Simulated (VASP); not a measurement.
Wanted: the native input for a VASP 6.6.1 run.

* Task: single point
* Functional: LDA
* Potentials or basis: VASP PAW LDA potentials, release 64 (C)
* Cutoff: 520 eV
* k mesh: 21 × 21 × 1
* Occupations: gaussian, width 0.1 eV
* Spin: no spin polarisation
* Dipole correction: yes
* Further INCAR settings: ALGO = Fast; EDIFF = 1e-07; NBANDS = 11

The structure of C lies in POSCAR:

```
C
1.0
    2.2630000000      0.0000000000      0.0000000000
   -1.1315000000      1.9598154888      0.0000000000
    0.0000000000      0.0000000000     28.0000000000
C
2
Direct
    0.3333333333      0.6666666667      0.5000000000
    0.6666666667      0.3333333333      0.5000000000
```

The cell was built by a generator and needn't be a form met in nature.

The input as run:

INCAR

```
ALGO     = Fast           # electronic algorithm
DIPOL    = 0.5 0.5 0.500
EDIFF    = 1E-7           # SCF threshold, eV
ENCUT    = 520            # plane-wave cutoff, eV
GGA      = CA             # functional
IDIPOL   = 3            
ISIF     = 2              # what is computed and relaxed
ISMEAR   = 0              # smearing method
LASPH    = T              # aspherical terms in the spheres
LCHARG   = T              # write CHGCAR
LDIPOL   = T            
LELF     = T              # ELF
LREAL    = F              # projectors in reciprocal space
LVACPOTAV= T            
LVHAR    = T            
LWAVE    = F              # write WAVECAR
NBANDS   = 11             # bands
NELM     = 100            # most SCF steps
PREC     = Accurate       # precision mode
SIGMA    = 0.1            # smearing width, eV
```

KPOINTS

```
k-points
0
Gamma
  21 21 1
```

Potentials or basis: VASP PAW LDA potentials, release 64 (C).

Launch:

```sh
$ cat potpaw_LDA.64/C/POTCAR > POTCAR
$ mpirun -np 1 vasp_std > vasp.out
```

It gave:

```
Band gap on the k mesh          : none (metal or under the smearing width)
Work function of the upper face : 3.73 eV
Work function of the lower face : 3.73 eV
```

It took 88 s on 1 thread of AMD EPYC 9R14 (Zen 4), on a shared host, peak memory 0.18 GiB.
